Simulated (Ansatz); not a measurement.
Crystal: MgB2.

```xyz
3
Lattice="3.0850 0.0000 0.0000 -1.5425 2.6717 0.0000 0.0000 0.0000 3.5230" Properties=species:S:1:pos:R:3 pbc="T T T"
Mg    0.0000    0.0000    0.0000
B     1.5425    0.8906    1.7615
B     0.0000    1.7811    1.7615
```

* Program: Ansatz 0.2.0
* Task: relaxation of cell and atoms
* Functional: HSE06
* Potentials or basis: Ansatz PAW
* Cutoff: 420 eV (not typed: the program's choice for these potentials)
* k mesh: 6 × 6 × 4
* Occupations: fermi-dirac, width 0.05 eV
* Spin: no spin polarisation

At the start: volume 9.68 Å³/atom.

Problem. How do energy, volume and symmetry change on relaxing?

Solution. It ends after 6 steps and the volume is 9.44 Å³/atom (-2.4 %); space group P6/mmm (No. 191, to 0.05 Å).

The path:
```
step  energy change (eV)  largest force (eV/Å)  volume (Å³)
   1              0.0000                0.0000        29.04
   2             -0.0157                0.0000        28.49
   3             -0.0163                0.0000        28.31
   4             -0.0164                0.0000        28.29
   5             -0.0164                0.0000        28.33
   6             -0.0160                0.0000        28.33
```

Final structure:
```
CELL_PARAMETERS angstrom
3.08848 0.00000 0.00000
-1.54424 2.67470 0.00000
0.00000 0.00000 3.42924
ATOMIC_POSITIONS crystal
Mg 0.00000 0.00000 0.00000
B 0.66667 0.33333 0.50000
B 0.33333 0.66667 0.50000
```

Caveat: the k mesh is coarse (spacing up to 0.45 Å⁻¹), so the values aren't converged, least of all with exact exchange; the plane-wave basis is chosen anew once the cell has moved, so the energies of steps on either side of that aren't comparable; the PAW data sets come from PBE, with cores solved anew for the run's functional, which leaves a small shift of forces and pressure.
